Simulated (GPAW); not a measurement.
# B (P4/mmm) in GPAW: convergence with basis set

Aim: find how far basis set must go before the results for B settle, at PBE. This setting moves, with any that are tied to it; all else stays.

Program: GPAW 26.7.0. These are calculated values, not measurements. Logs are shortened: lines on timing, memory, paths and dates and some standing lists are left out, and cuts for length are marked. The log counts tension as positive stress, the text compression.

### Step 1. Starting point

The structure is tetragonal, space group P4/mmm (No. 123). The conventional cell has a = 2.346 Å, b = 2.346 Å, c = 1.586 Å, α = 90.00°, β = 90.00°, γ = 90.00°. B (site symmetry 4/mmm) is surrounded by 2 B at 1.59 Å.

The cell was built by a generator and needn't be a form met in nature.

### Step 2. With basis set lcao:sz(dzp)

Contents of run.py:

```python
from ase import Atoms
from ase.dft.bandgap import bandgap
from ase.io import write
from gpaw import GPAW

atoms = Atoms(['B'],
              cell=[[2.34611, 0.0, 0.0],
                    [0.0, 2.34611, 0.0],
                    [0.0, 0.0, 1.58579]],
              scaled_positions=[[0.5, 0.5, 0.5]],
              pbc=True)

calc = GPAW(mode='lcao',
            h=0.16,
            basis='sz(dzp)',
            xc='PBE',
            kpts={'size': (11, 11, 16), 'gamma': True},
            occupations={'name': 'fermi-dirac', 'width': 0.05},
            convergence={'density': 1e-05, 'energy': 1e-05},
            maxiter=100,
            txt='gpaw.txt')
atoms.calc = calc
energy = atoms.get_potential_energy()
forces = atoms.get_forces()
calc.write('gs.gpw')
write('result.traj', atoms)
print(f'Energy: {energy:.6f} eV')
print('Forces (eV/A):')
print(forces.round(4))
print('Fermi level:', round(calc.get_fermi_level(), 4), 'eV')
print(f'Gap: {bandgap(calc)[0]:.4f} eV, direct: {bandgap(calc, direct=True)[0]:.4f} eV')
```

Potentials or basis: GPAW PAW data sets (gpaw-data 1.2.1), lcao:sz(dzp).

Launch:

```console
> OMP_NUM_THREADS=1 python run.py
```

It took 96 s on 1 thread of Arm Neoverse V1, shared host; peak memory 0.12 GiB.

What came out:

* Free energy: -5.0755 eV
* Band gap on the k mesh: none (metal or under the smearing width)

### Step 3. With basis set lcao:szp(dzp)

Changes to run.py since step 2:

```diff
@@ -14,3 +14,3 @@
             h=0.16,
-            basis='sz(dzp)',
+            basis='szp(dzp)',
             xc='PBE',
```

Potentials or basis: GPAW PAW data sets (gpaw-data 1.2.1), lcao:szp(dzp).

Launch:

```console
> OMP_NUM_THREADS=1 python run.py
```

Run time: 6.2 min. Hardware: 1 thread of Arm Neoverse V1, shared host; peak memory 0.13 GiB.

Results:

| Quantity | Value |
| --- | --- |
| Free energy | -5.2204 eV |
| Band gap on the k mesh | none (metal or under the smearing width) |

### Step 4. With basis set lcao:dz(dzp)

Changes to run.py since step 3:

```diff
@@ -14,3 +14,3 @@
             h=0.16,
-            basis='szp(dzp)',
+            basis='dz(dzp)',
             xc='PBE',
```

Potentials or basis: GPAW PAW data sets (gpaw-data 1.2.1), lcao:dz(dzp).

Launch:

```console
> OMP_NUM_THREADS=1 python run.py
```

Run time: 2.3 min. Hardware: 1 thread of Arm Neoverse V1, shared host; peak memory 0.13 GiB.

What came out:

| Item | Value |
| --- | --- |
| Free energy | -5.3839 eV |
| Band gap on the k mesh | none (metal or under the smearing width) |

### Step 5. With basis set lcao:dzp

Changes to run.py since step 4:

```diff
@@ -14,3 +14,3 @@
             h=0.16,
-            basis='dz(dzp)',
+            basis='dzp',
             xc='PBE',
```

Potentials or basis: GPAW PAW data sets (gpaw-data 1.2.1), lcao:dzp.

Launch:

```console
> OMP_NUM_THREADS=1 python run.py
```

Wall time 8.5 min (1 thread of Arm Neoverse V1, shared host); peak memory 0.14 GiB.

Results (log left out):

- Free energy: -5.5247 eV
- Band gap on the k mesh: none (metal or under the smearing width)

### Step 6. With basis set fd

Changes to run.py since step 5:

```diff
@@ -12,5 +12,4 @@
 
-calc = GPAW(mode='lcao',
+calc = GPAW(mode='fd',
             h=0.16,
-            basis='dzp',
             xc='PBE',
@@ -18,2 +17,3 @@
             occupations={'name': 'fermi-dirac', 'width': 0.05},
+            nbands=7,
             convergence={'density': 1e-05, 'energy': 1e-05},
```

Potentials or basis: GPAW PAW data sets (gpaw-data 1.2.1), fd.

Launch:

```console
> OMP_NUM_THREADS=1 python run.py
```

Wall time 28 s (1 thread of Arm Neoverse V1, shared host); peak memory 0.19 GiB.

Results (log left out):

| Item | Value |
| --- | --- |
| Free energy | -5.6587 eV |
| Band gap on the k mesh | none (metal or under the smearing width) |

### Step 7. With basis set pw

Changes to run.py since step 6:

```diff
@@ -3,3 +3,4 @@
 from ase.io import write
-from gpaw import GPAW
+from ase.units import GPa
+from gpaw import GPAW, PW
 
@@ -12,4 +13,3 @@
 
-calc = GPAW(mode='fd',
-            h=0.16,
+calc = GPAW(mode=PW(800),
             xc='PBE',
@@ -24,2 +24,3 @@
 forces = atoms.get_forces()
+stress = atoms.get_stress()
 calc.write('gs.gpw')
@@ -29,2 +30,3 @@
 print(forces.round(4))
+print('Stress (GPa):', (stress / GPa).round(3))
 print('Fermi level:', round(calc.get_fermi_level(), 4), 'eV')
```

Potentials or basis: GPAW PAW data sets (gpaw-data 1.2.1), pw.

Launch:

```console
> OMP_NUM_THREADS=1 python run.py
```

gpaw.txt:

```text
__  _  _
 | _ |_)|_||  |
 |__||  | ||/\| - 26.7.0

Input parameters:
  mode=PW(ecut=800.0),
  convergence={'density': 1e-05, 'energy': 1e-05},
  kpts=MonkhorstPack(size=(11, 11, 16), gamma=True),
  maxiter=100,
  nbands=7,
  occupations=Occupations(name='fermi-dirac', width=0.05),
  xc=XC(name='PBE')

Diagonalizing LCAO Hamiltonian
Converting LCAO to pw mode
  .-----.
 *|  B  |
 |.-----.
 *-----*

Atoms  # Å, Bohr magnetons
|   | symbol |        x |        y |        z |    initial magnetic moments |
|---|--------|----------|----------|----------|-----------------------------|
| 0 |      B | 1.173055 | 1.173055 | 0.792895 | ( 0.0000,  0.0000,  0.0000) |

Unit cell  # Å
| periodic |        x |        y |        z |  lengths |    angles |
|----------|----------|----------|----------|----------|-----------|
|      yes | 2.346110 | 0.000000 | 0.000000 | 2.346110 | 90.000000 |
|      yes | 0.000000 | 2.346110 | 0.000000 | 2.346110 | 90.000000 |
|      yes | 0.000000 | 0.000000 | 1.585790 | 1.585790 | 90.000000 |

Number of symmetries: 16
Symmetry operations  # r_c * U_cc + t_c -> r_c
|    | kind |            matrix            |
|----|------|------------------------------|
|  0 |  E   |  1, 0, 0,  0, 1, 0,  0, 0, 1 |
|  1 |  σ   |  1, 0, 0,  0, 1, 0,  0, 0,-1 |
|  2 |  σ   |  1, 0, 0,  0,-1, 0,  0, 0, 1 |
|  3 |  C2  |  1, 0, 0,  0,-1, 0,  0, 0,-1 |
|  4 |  σ   |  0, 1, 0,  1, 0, 0,  0, 0, 1 |
|  5 |  C2  |  0, 1, 0,  1, 0, 0,  0, 0,-1 |
|  6 |  C4  |  0, 1, 0, -1, 0, 0,  0, 0, 1 |
|  7 |  S4  |  0, 1, 0, -1, 0, 0,  0, 0,-1 |
|  8 |  C4  |  0,-1, 0,  1, 0, 0,  0, 0, 1 |
|  9 |  S4  |  0,-1, 0,  1, 0, 0,  0, 0,-1 |
| 10 |  σ   |  0,-1, 0, -1, 0, 0,  0, 0, 1 |
| 11 |  C2  |  0,-1, 0, -1, 0, 0,  0, 0,-1 |
| 12 |  σ   | -1, 0, 0,  0, 1, 0,  0, 0, 1 |
| 13 |  C2  | -1, 0, 0,  0, 1, 0,  0, 0,-1 |
| 14 |  C2  | -1, 0, 0,  0,-1, 0,  0, 0, 1 |
| 15 |  i   | -1, 0, 0,  0,-1, 0,  0, 0,-1 |

BZ-sampling:
  Number of BZ points: 1936
  Number of IBZ points: 189

  Monkhorst-Pack size: [11, 11, 16]
  Monkhorst-Pack shift: [0.0, 0.0, 0.03125]

K-points  # in reciprocal-cell coordinates
|     |                                coordinates |     weight |
|-----|--------------------------------------------|------------|
|   0 | (  0.00000000,   0.00000000,   0.00000000) | 0.00051653 |
|   1 | (  0.00000000,   0.00000000,   0.06250000) | 0.00103306 |
|   2 | (  0.00000000,   0.00000000,   0.12500000) | 0.00103306 |
|   3 | (  0.00000000,   0.00000000,   0.18750000) | 0.00103306 |
|   4 | (  0.00000000,   0.00000000,   0.25000000) | 0.00103306 |
|   5 | (  0.00000000,   0.00000000,   0.31250000) | 0.00103306 |
|   6 | (  0.00000000,   0.00000000,   0.37500000) | 0.00103306 |
|   7 | (  0.00000000,   0.00000000,   0.43750000) | 0.00103306 |
|   8 | (  0.00000000,   0.00000000,   0.50000000) | 0.00051653 |
|   9 | (  0.09090909,   0.00000000,   0.00000000) | 0.00206612 |
| ... |                                            |            |
| 188 | (  0.45454545,   0.45454545,   0.50000000) | 0.00206612 |

Plane wave coefficients: 471
Cutoff: 800.0 eV

Spin-components: 1 (collinear spins)
Bands:           7
Projectors:      5
Spin-degeneracy: 2
Datatype:        complex128

Parallelization:
  kpt:    1
  domain: 1
  band:   1

Density:
  Valence electrons: 3.0
  Components: 1
  Grid points: [16 16 12]
  Charge: 0.0  # |e|

Potential:
  Grid points: [16 16 12]

species:
  B:
    name:    Boron
    Z:       5.0
    valence: 3
    core:    2
    charge:  0.0  # [|e|]
    compensation charges:
      type: gauss
      rc: 0.20  # [Å]
      lmax: 2
    cutoffs:
      filter: 1.14  # [Å]
      core: 1.38  # [Å]
    projectors
    | kind |    occ | energy [eV] | rcut [Å] |
    |------|--------|-------------|----------|
    |   2s |  2.000 |      -9.443 |    0.635 |
    |   2p |  1.000 |      -3.606 |    0.635 |
    |    s |        |      17.768 |    0.635 |
    |    p |        |      23.605 |    0.635 |
    |    d |        |       0.000 |    0.635 |

    Using partial waves for B as LCAO basis

Reference energy: -669.489567  # eV

eigensolver:
  PPCG
  Converge bands: occupied
  niter=2

density mixing:
  MSR1-Mixer
  Pratt-step length: 0.05
  Maximum mixing coefficient: 0.75
  Old densities: 10
  SVD Regularization: 0.005
  Good broyden scale: 1.0
  Trust region scale: 1.0
  Backstep threshold: 4.0
  History deletion threshold: 6.0
  Fourier metric: weight=20.0, sigma=0.015

occupation numbers:
  Fermi-Dirac:
    width: 0.0500  # eV

poisson solver:
  ecut: 6400.0  # eV

xc functional:
  name: PBE with 2 nearest neighbor stencil

convergence criteria:
- Maximum integral of absolute [dens]ity change: 1e-05 electrons / valence electron
- Maximum [total energy] change in last 3 cyles: 1e-05 eV / valence electron
- Maximum integral of absolute [eigenst]ate change: 4e-08 eV^2 / valence electron
maximum number of iterations: 100

SCF iterations
|iter     | |      energy | eigst |  dens |
|---------|-|-------------|-------|-------|
|iter:   1| |   -5.916127 | +0.15 |       |
|iter:   2| |   -5.885033 | -1.80 | -0.69 |
|iter:   3| |   -5.664016 | -1.97 | -0.72 |
|iter:   4| |   -5.655831 | -3.03 | -1.36 |
|iter:   5| |   -5.655841 | -4.84 | -2.14 |
|iter:   6| |   -5.655843c| -6.83 | -3.17 |
|iter:   7| |   -5.655843c| -7.89c| -3.94 |
|iter:   8| |   -5.655843c| -9.01c| -5.32c|

Converged in 8 steps
Energy contributions relative to reference atoms: (reference = -669.489567)

Energy contributions:
  Kinetic:           4.818183
  Coulomb:          -4.085589
  Zero:              0.007836
  External:          0.000000
  Xc:               -6.395298
  Entropy:          -0.001950
  Spinorbit:         0.000000
  ----------------------------
  Free energy:      -5.656819
  Extrapolated:     -5.655843

dipole moment: (-0.000000, -0.000000, -0.000000)  # |e|*Ang

Fermi level: 7.049
Eigenvalues  # (at kpt = [0.000, 0.000, 0.000])
| band index |      eig [eV] | occ [0-2] |
|------------|---------------|-----------|
|          0 |        -6.940 |     2.000 |
|          1 |        11.476 |     0.000 |
|          2 |        11.476 |     0.000 |
|          3 |        21.328 |     0.000 |
|          4 |        22.436 |     0.000 |
|          5 |        33.407 |     0.000 |
|          6 |        42.903 |     0.000 |

No gap
No difference between direct/indirect transitions

Forces  # eV/Ang
|       x |       y |       z |
|---------|---------|---------|
| 0.00000 | 0.00000 | 0.00000 |  # B    0

Stress tensor  # eV/Ang^3
|        x |        y |         z |
|----------|----------|-----------|
| 0.009619 | 0.000000 |  0.000000 |
| 0.000000 | 0.009619 |  0.000000 |
| 0.000000 | 0.000000 | -0.007101 |

# Writing to gs.gpw (mode='')
```

stdout:

```text
Energy: -5.655843 eV
Forces (eV/A):
[[0. 0. 0.]]
Stress (GPa): [ 1.541  1.541 -1.138  0.     0.     0.   ]
Fermi level: 7.0493 eV
Gap: 0.0000 eV, direct: 0.0000 eV
```

Run time: 11 s. Hardware: 1 thread of Arm Neoverse V1, shared host; peak memory 0.14 GiB.

What came out:

- Free energy: -5.6568 eV
- Pressure: -0.6 GPa
- Band gap on the k mesh: none (metal or under the smearing width)

### Step 8. Summary

```tsv
basis set	energy less the tightest run, at zero smearing (meV/atom)	SCF cycles	CPU time (s)	peak memory (GiB)
lcao:sz(dzp)	581.28	7	96	0.12
lcao:szp(dzp)	436.36	7	370	0.13
lcao:dz(dzp)	272.90	8	140	0.13
lcao:dzp	132.12	9	510	0.14
fd	-1.85	14	28	0.19
pw	0.00	8	11	0.14
```

Not settled before the last step: the energy (to 1 meV/atom). The tightest run that finished is the yardstick and may itself not be fully converged.
